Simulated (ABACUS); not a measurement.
## Ag: equation of state with PBE

Crystal: Ag.

```
Ag
1.0
     0.00000    2.04275    2.04275
     2.04275    0.00000    2.04275
     2.04275    2.04275    0.00000
Ag
1
Direct
  0.00000 0.00000 0.00000
```

```json
{
  "Program": "ABACUS 3.10.1",
  "Task": "equation of state",
  "Functional": "PBE",
  "Potentials or basis": "PseudoDojo NC SR 0.5 PBE standard",
  "Cutoff": "1361 eV",
  "Density cutoff": "5442 eV",
  "Basis": "TZDP LCAO (the cutoffs set its grid)",
  "k mesh": "10 × 10 × 10",
  "Occupations": "fermi-dirac, width 0.05 eV",
  "Spin": "no spin polarisation"
}
```

| Item | Value |
| --- | --- |
| Equilibrium volume | 17.91 Å³/atom |
| Bulk modulus | 87 GPa |
| Pressure derivative of the bulk modulus | 6.1 (rough: it moves with the points fitted) |

Energy against volume, from the lowest point:
```
volume (Å³/atom)  energy (meV/atom)
          16.025              69.07
          16.707              25.23
          17.389               3.96
          18.071               0.00
```

All runs of the series together: 35 s on 4 threads of Intel(R) Xeon(R) Platinum 8375C CPU @ 2.90GHz (Ice Lake) (shared host).

Caveat: the atomic orbitals were generated for these runs and aren't a published set; the basis of atomic orbitals isn't converged, which shifts pressures, moduli and gaps. PBE usually gives volumes a little too large and moduli too small.
